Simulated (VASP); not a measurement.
# Ag (Fm-3m) in VASP: density of states with PBE

Aim: the density of states of Ag with PBE.

Everything below comes from runs of VASP 6.6.1. Logs are shortened: lines on timing, memory, paths and dates and some standing lists are left out, and cuts for length are marked.

## (1) The crystal as given

The structure is cubic, space group Fm-3m (No. 225). Conventional cell: a = 4.147 Å, b = 4.147 Å, c = 4.147 Å, α = 90.00°, β = 90.00°, γ = 90.00°. Ag (site symmetry m-3m) has 12 Ag at 2.93 Å as nearest neighbours.

## (2) Density of states, PBE

Contents of POSCAR:

```
Ag                                      
1.0
   -0.0000000000      2.0734057533      2.0734057533
    2.0734057533      0.0000000000      2.0734057533
    2.0734057533      2.0734057533     -0.0000000000
  Ag            
     1
Direct
     0.0000000000000000    0.0000000000000000    0.0000000000000000
```

Contents of INCAR.step1:

```
ALGO = Fast
EDIFF = 1E-7
ENCUT = 520
GGA = PE
ISIF = 2
ISMEAR = 0
LASPH = T
LCHARG = T
LMAXMIX = 4
LREAL = F
LWAVE = F
NELM = 80
PREC = Accurate
SIGMA = 0.3
```

Contents of KPOINTS.step1:

```
k-points
0
Gamma
  18 18 18
```

Contents of INCAR.step2:

```
ALGO = Fast
EDIFF = 1E-7
ENCUT = 520
GGA = PE
ICHARG = 11
ISIF = 2
ISMEAR = -5
LASPH = T
LCHARG = F
LMAXMIX = 4
LORBIT = 11
LREAL = F
LWAVE = F
NEDOS = 2001
NELM = 80
PREC = Accurate
SIGMA = 0.3
```

Contents of KPOINTS.step2:

```
k-points
0
Gamma
  27 27 27
```

Potentials or basis: VASP PAW PBE potentials, release 64 (Ag).

Run with:

```bash
> cat potpaw_PBE.64/Ag/POTCAR > POTCAR
> cp INCAR.step1 INCAR
> cp KPOINTS.step1 KPOINTS
> mpirun -np 1 vasp_std > vasp.out
> cp INCAR.step2 INCAR
> cp KPOINTS.step2 KPOINTS
> mpirun -np 1 vasp_std > vasp.out
```

OUTCAR:

```text
EDIFF = 1E-7
   ENCUT = 520
   GGA = PE
   ICHARG = 11
   ISIF = 2
   ISMEAR = -5
   LASPH = T
   LORBIT = 11
   LREAL = F
   NELM = 80
   PREC = Accurate

 ion  position               nearest neighbor table
   1  0.000  0.000  0.000-

  LATTYP: Found a face centered cubic cell.
 ALAT       =     4.1468115066

  Lattice vectors:

 A1 = (   0.0000000000,   2.0734057533,   2.0734057533)
 A2 = (   2.0734057533,   0.0000000000,   2.0734057533)
 A3 = (   2.0734057533,   2.0734057533,   0.0000000000)

Analysis of symmetry for initial positions (statically):
=====================================================================
 Subroutine PRICEL returns:
 Original cell was already a primitive cell.

 Routine SETGRP: Setting up the symmetry group for a
 face centered cubic supercell.

 Subroutine GETGRP returns: Found 48 space group operations
 (whereof 48 operations were pure point group operations)
 out of a pool of 48 trial point group operations.

The static configuration has the point symmetry O_h .

Analysis of symmetry for dynamics (positions and initial velocities):
=====================================================================
 Subroutine PRICEL returns:
 Original cell was already a primitive cell.

 Routine SETGRP: Setting up the symmetry group for a
 face centered cubic supercell.

 Subroutine GETGRP returns: Found 48 space group operations
 (whereof 48 operations were pure point group operations)
 out of a pool of 48 trial point group operations.

The dynamic configuration has the point symmetry O_h .

 Subroutine INISYM returns: Found 48 space group operations
 (whereof 48 operations are pure point group operations),
 and found     1 'primitive' translations

----------------------------------------------------------------------------------------

                                     Primitive cell

  volume of cell :      17.8272

  direct lattice vectors                    reciprocal lattice vectors
     0.000000000  2.073405753  2.073405753    -0.241149133  0.241149133  0.241149133
     2.073405753  0.000000000  2.073405753     0.241149133 -0.241149133  0.241149133
     2.073405753  2.073405753  0.000000000     0.241149133  0.241149133 -0.241149133

  length of vectors
     2.932238537  2.932238537  2.932238537     0.417682551  0.417682551  0.417682551

  position of ions in fractional coordinates (direct lattice)
     0.000000000  0.000000000  0.000000000

  ion indices of the primitive-cell ions
   primitive index   ion index
                 1           1

----------------------------------------------------------------------------------------

 KPOINTS: k-points

Automatic generation of k-mesh.
 Grid dimensions read from file:
 generate k-points for:   27   27   27

 Generating k-lattice:

  Cartesian coordinates                     Fractional coordinates (reciprocal lattice)
    -0.008931449  0.008931449  0.008931449     0.037037037  0.000000000  0.000000000
     0.008931449 -0.008931449  0.008931449     0.000000000  0.037037037  0.000000000
     0.008931449  0.008931449 -0.008931449     0.000000000  0.000000000  0.037037037

  Length of vectors
     0.015469724  0.015469724  0.015469724

  Shift w.r.t. Gamma in fractional coordinates (k-lattice)
     0.000000000  0.000000000  0.000000000

 TETIRR: Found   2653 inequivalent tetrahedra from   118098

 Subroutine IBZKPT returns following result:
 ===========================================

 Found    560 irreducible k-points:

 Following reciprocal coordinates:
            Coordinates               Weight
  0.000000  0.000000  0.000000      1.000000
  0.037037  0.000000  0.000000      8.000000
  0.074074  0.000000  0.000000      8.000000
  0.111111  0.000000  0.000000      8.000000
  0.148148  0.000000  0.000000      8.000000
  0.185185  0.000000  0.000000      8.000000
[... 16 lines left out ...]
  0.333333  0.037037  0.000000     24.000000
  0.370370  0.037037  0.000000     24.000000
 [... further k-points ...]
   k-points           NKPTS =    560   k-points in BZ     NKDIM =    560   number of bands    NBANDS=      9
   number of dos      NEDOS =   2001   number of ions     NIONS =      1
   total plane-waves  NPLWV =  13824
   dimension x,y,z NGX =    24 NGY =   24 NGZ =   24
   dimension x,y,z NGXF=    48 NGYF=   48 NGZF=   48
   ions per type =               1
   NGX,Y,Z   is equivalent  to a cutoff of  13.61, 13.61, 13.61 a.u.
   NGXF,Y,Z  is equivalent  to a cutoff of  27.21, 27.21, 27.21 a.u.
 SYSTEM =  unknown system
   PREC   = accura    normal or accurate (medium, high low for compatibility)
   ISTART =      0    job   : 0-new  1-cont  2-samecut
   ICHARG =     11    charge: 1-file 2-atom 10-const
   ISPIN  =      1    spin polarized calculation?
   LNONCOLLINEAR =      F non collinear calculations
   LSORBIT =      F    spin-orbit coupling
   LASPH  =      T    aspherical Exc in radial PAW
   ENCUT  =  520.0 eV  38.22 Ry    6.18 a.u.   5.45  5.45  5.45*2*pi/ulx,y,z
   NELM   =     80;   NELMIN=  2; NELMDL=  0     # of ELM steps
   EDIFF  = 0.1E-06   stopping-criterion for ELM
   LREAL  =      F    real-space projection
   EDIFFG = 0.1E-05   stopping-criterion for IOM
   NSW    =      0    number of steps for IOM
   IBRION =     -1    ionic relax: 0-MD 1-quasi-New 2-CG
   NFREE  =      0    steps in history (QN), initial steepest desc. (CG)
   ISIF   =      2    stress and relaxation
   ISYM   =      2    0-nonsym 1-usesym 2-fastsym
   POTIM  = 0.5000    time-step for ionic-motion
   TEBEG  =    0.0;   TEEND  =   0.0 temperature during run
   PSTRESS=    0.0 pullay stress
   NELECT =      11.0000    total number of electrons
   NUPDOWN=      -1.0000    fix difference up-down
   EMIN   =  10.00;   EMAX   =-10.00  energy-range for DOS
   EFERMI =   0.00;   METHOD = LEGACY
   ISMEAR =    -5;   SIGMA  =   0.30  broadening in eV -4-tet -1-fermi 0-gaus
   EFERMI_NEDOS =   21; number of points for ismear=-14 and -15
   IALGO  =     68    algorithm
   IMIX   =      4    mixing-type and parameters
     AMIX     =   0.40;   BMIX     =  1.00
     AMIX_MAG =   1.60;   BMIX_MAG =  1.00
  volume/ion in A,a.u.               =      17.83       120.30
  Fermi-wavevector in a.u.,A,eV,Ry     =   1.393728  2.633764 26.429023  1.942478
  Thomas-Fermi vector in A             =   2.517346
   LORBIT       =     11    0 simple, 1 ext, 2 COOP (PROOUT), +10 PAW based schemes
   GGA     = PE    functional components
   LHFCALC =     F    Hartree Fock is set to
   AEXX    =    0.0000 exact exchange contribution
   IVDW    =     0    specifies the selected vdW correction
   LEPSILON=     F    determine dielectric tensor
   LRPA    =     F    only Hartree local field effects (RPA)
 non-spin polarized calculation
 RMM-DIIS sequential band-by-band and
 Fermi weights with tetrahedron method with Bloechl corrections
  energy-cutoff  :      520.00
  volume of cell :       17.83
 maximum number of plane-waves:       531
 NGX is ok and might be reduce to    24

 number of electron      11.0000000 magnetization

 Free energy of the ion-electron system (eV)
  ---------------------------------------------------
  ext. energy  EPLUGINS =         0.00000000
  ---------------------------------------------------
  free energy    TOTEN  =        -2.71769845 eV

  energy without entropy =       -2.71769845  energy(sigma->0) =       -2.71769845

 E-fermi :   7.8690     XC(G=0): -11.9457

 val. band max:        7.8399392876   @ k =  -0.3333   0.1852   0.0741
 cond. band min:       7.8501101686   @ k =   0.4444   0.4074   0.0370
 fundamental gap:      0.0101708810
 Fermi energy:         7.8689605629

 k-point     1 :       0.0000    0.0000    0.0000
  band No.  band energies     occupation
      1       0.3801      2.00000
      2       3.1762      2.00000
      3       3.1762      2.00000
      4       3.1762      2.00000
      5       4.1311      2.00000
      6       4.1311      2.00000
      7      23.7473      0.00000
      8      27.0619      0.00000
      9      27.0619      0.00000

 k-point     2 :       0.0370    0.0000    0.0000
  band No.  band energies     occupation
      1       0.4217      2.00000
      2       3.1669      2.00000
      3       3.1876      2.00000
      4       3.1876      2.00000
      5       4.1268      2.00000
      6       4.1268      2.00000
      7      23.7541      0.00000
      8      26.6523      0.00000
      9      27.0736      0.00000

 k-point     3 :       0.0741    0.0000    0.0000
  band No.  band energies     occupation
      1       0.5449      2.00000
      2       3.1414      2.00000
      3       3.2198      2.00000
      4       3.2198      2.00000
      5       4.1154      2.00000
      6       4.1154      2.00000
      7      23.7251      0.00000
      8      25.7359      0.00000
      9      27.1044      0.00000

 k-point     4 :       0.1111    0.0000    0.0000
  band No.  band energies     occupation
      1       0.7433      2.00000
      2       3.1086      2.00000
      3       3.2667      2.00000
      4       3.2667      2.00000
      5       4.1032      2.00000
      6       4.1032      2.00000
      7      23.3944      0.00000
      8      24.9051      0.00000
      9      27.1416      0.00000
[... 205 lines left out ...]
 k-point    22 :       0.2963    0.0370    0.0000
  band No.  band energies     occupation
      1       1.8283      2.00000
      2       3.3211      2.00000
      3       3.3584      2.00000
      4       3.7180      2.00000
      5       4.3935      2.00000
      6       4.4322      2.00000
      7      17.3680      0.00000
      8      23.9807      0.00000
      9      25.7467      0.00000

 k-point    23 :       0.3333    0.0370    0.0000
  band No.  band energies     occupation
      1       1.8448      2.00000
      2       3.2802      2.00000
      3       3.3191      2.00000
      4       4.1130      2.00000
      5       4.5522      2.00000
      6       4.7250      2.00000
      7      15.9873      0.00000
      8      23.7141      0.00000
      9      25.6331      0.00000

 k-point    24 :       0.3704    0.0370    0.0000
  band No.  band energies     occupation
      1       1.8206      2.00000
      2       3.2344      2.00000
      3       3.2758      2.00000
      4       4.3835      2.00000
      5       4.6671      2.00000
      6       5.3022      2.00000
      7      14.6589      0.00000
      8      23.4568      0.00000
      9      25.2829      0.00000

 [... further k-points ...]

------------------------ aborting loop because EDIFF is reached ----------------------------------------

  FORCE on cell =-STRESS in cart. coord.  units (eV):
  Direction    XX          YY          ZZ          XY          YZ          ZX
  --------------------------------------------------------------------------------------
  -------------------------------------------------------------------------------------
  Total       -0.0188823     -0.0188823     -0.0188823     -0.0000000     -0.0000000      0.0000000
  in kB       -1.6970055     -1.6970055     -1.6970055     -0.0000000     -0.0000000      0.0000000
  external PRESSURE =      -1.6970055 kB  Pullay stress =       0.0000000 kB

 VOLUME and BASIS-vectors are now :
 -----------------------------------------------------------------------------
  energy-cutoff  :      520.00
  volume of cell :       17.83
      direct lattice vectors                 reciprocal lattice vectors
     0.000000000  2.073405753  2.073405753    -0.241149133  0.241149133  0.241149133
     2.073405753  0.000000000  2.073405753     0.241149133 -0.241149133  0.241149133
     2.073405753  2.073405753  0.000000000     0.241149133  0.241149133 -0.241149133

 POSITION                                       TOTAL-FORCE (eV/Angst)
 -----------------------------------------------------------------------------------
      0.00000      0.00000      0.00000         0.000000      0.000000     -0.000000
 -----------------------------------------------------------------------------------
    total drift:                                0.000000      0.000000     -0.000000

  FREE ENERGIE OF THE ION-ELECTRON SYSTEM (eV)
  ---------------------------------------------------
  free  energy   TOTEN  =        -2.7176984509 eV

  energy  without entropy=       -2.7176984509  energy(sigma->0) =       -2.71769845

 total charge

# of ion       s       p       d       tot
------------------------------------------
    1        0.408   0.272   9.157   9.837
```

Run time: 69 s. Hardware: 1 thread of Intel Xeon Platinum 8259CL at 2.50GHz (Skylake/Cascade Lake), shared host; peak memory 0.22 GiB.

Results:

```yaml
Valence_electrons_inside_the_program's_atomic_spheres: Ag 9.84
```

Levels at points of the mesh, in eV from the Fermi level:
```tsv
k point	band 3	band 4	band 5	band 6	band 7	band 8	band 9
(0.00, 0.00, 0.00)	-4.69	-4.69	-3.74	-3.74	15.88	19.19	19.19
```

States per cell in windows of 1 eV (zero at the Fermi level; states under -8 eV left out):
| from (eV) | total | Ag1_d | Ag1_s | Ag1_p |
| --- | --- | --- | --- | --- |
| -8.0 | 0.02 | 0.00 | 0.01 | 0.00 |
| -7.0 | 0.33 | 0.15 | 0.08 | 0.01 |
| -6.0 | 2.83 | 2.22 | 0.13 | 0.05 |
| -5.0 | 3.25 | 2.86 | 0.04 | 0.06 |
| -4.0 | 3.50 | 3.28 | 0.03 | 0.04 |
| -3.0 | 0.61 | 0.52 | 0.03 | 0.02 |
| -2.0 | 0.22 | 0.09 | 0.04 | 0.03 |
| -1.0 | 0.27 | 0.08 | 0.04 | 0.06 |
| 0.0 | 0.27 | 0.06 | 0.04 | 0.07 |
| 1.0 | 0.26 | 0.05 | 0.03 | 0.08 |
| 2.0 | 0.24 | 0.05 | 0.03 | 0.08 |
| 3.0 | 0.28 | 0.06 | 0.06 | 0.06 |
| 4.0 | 0.32 | 0.06 | 0.08 | 0.07 |
| 5.0 | 0.30 | 0.05 | 0.07 | 0.08 |
| 6.0 | 0.34 | 0.06 | 0.09 | 0.07 |
| 7.0 | 0.43 | 0.07 | 0.10 | 0.10 |

Caveat: tetrahedron occupations give inexact forces and stress in metals.
